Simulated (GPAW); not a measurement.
Runs of GPAW 26.7.0 on TePt. It takes space group P6_3/mmc (No. 194, hexagonal). Conventional cell: a = 4.263 Å, b = 4.263 Å, c = 5.662 Å, α = 90.00°, β = 90.00°, γ = 120.00°. Pt (site symmetry -3m) is surrounded by 2 Pt at 2.83 Å and 6 Te at 2.84 Å. Te (site symmetry -6m2) has 6 Pt at 2.84 Å as nearest neighbours. Measurements of this composition are mostly on another form, of space group No. 166.

```tsv
task	level	potentials or basis	spin	U	k mesh	cutoff (eV)	maxiter	band path	band points	convergence	spin axis theta (degrees)	pressure (GPa)
band structure	r2SCAN	GPAW PAW data sets (gpaw-data 1.2.1), pw	off	-	6 × 6 × 4	600	150	GMKGALHA,LM,KH	100	-	-	(c)
band structure	PBEsol+U	PAW data sets generated in the run's folder for this functional, pw	off	Pt d U = 1 eV	5 × 5 × 4	600	150	GMKGALHA,LM,KH	100	-	-	-6.3
single point	LDA	the program's PAW data sets (release 1.2.1) made for this functional, pw	off	-	6 × 6 × 4	450	120	-	-	default	-	-8.6
band structure	LDA	the program's PAW data sets (release 1.2.1) made for this functional, pw	off	-	6 × 6 × 4	600	150	GMKGALHA,LM,KH	100	-	-	-8.2
band structure	PBEsol+U	PAW data sets generated in the run's folder for this functional, pw	off	Pt d U = 4 eV	5 × 5 × 4	600	150	GMKGALHA,LM,KH	100	-	-	-7.4
band structure	PBEsol	PAW data sets generated in the run's folder for this functional, pw	SOC, no magnetisation	-	7 × 7 × 5	600	150	GMKGALHA,LM,KH	80	-	54.7	(a)
band structure	PBEsol+U	PAW data sets generated in the run's folder for this functional, pw	off	Pt d U = 6 eV	5 × 5 × 4	600	150	GMKGALHA,LM,KH	100	-	-	-8.0
band structure	PBEsol+U	PAW data sets generated in the run's folder for this functional, pw	off	Pt d U = 3 eV	5 × 5 × 4	600	150	GMKGALHA,LM,KH	100	-	-	-7.0
band structure	PBEsol+U	PAW data sets generated in the run's folder for this functional, pw	off	Pt d U = 2 eV	5 × 5 × 4	600	150	GMKGALHA,LM,KH	100	-	-	-6.7
band structure	PBEsol+U	PAW data sets generated in the run's folder for this functional, pw	off	Pt d U = 8 eV	5 × 5 × 4	600	150	GMKGALHA,LM,KH	100	-	-	-8.6
band structure	PBEsol	PAW data sets generated in the run's folder for this functional, pw	off	-	6 × 6 × 4	600	150	GMKGALHA,LM,KH	100	-	-	-5.7
band structure	PBEsol	PAW data sets generated in the run's folder for this functional, pw	off	-	5 × 5 × 4	600	150	GMKGALHA,LM,KH	100	-	-	(b)
```

Alike in all rows: cell as given; smearing fermi-dirac 0.05 eV.

Task: Estimate the missing entries.

Result: (a) -5.6; (b) -5.9; (c) -2.3.

Caveats: U without spin polarisation on a metal has little footing (some runs); the U is typed as a test and isn't derived for this compound (some runs); the PAW data sets were made with another functional, which shifts forces and pressure a little (some runs); the cutoff is short for stress and forces, so pressures can be off by a GPa or more (some runs); spin-orbit coupling was added after a scalar SCF, so levels and gaps hold it while energy, forces, pressure and moments don't (some runs).

Not every run made on this cell is shown here.
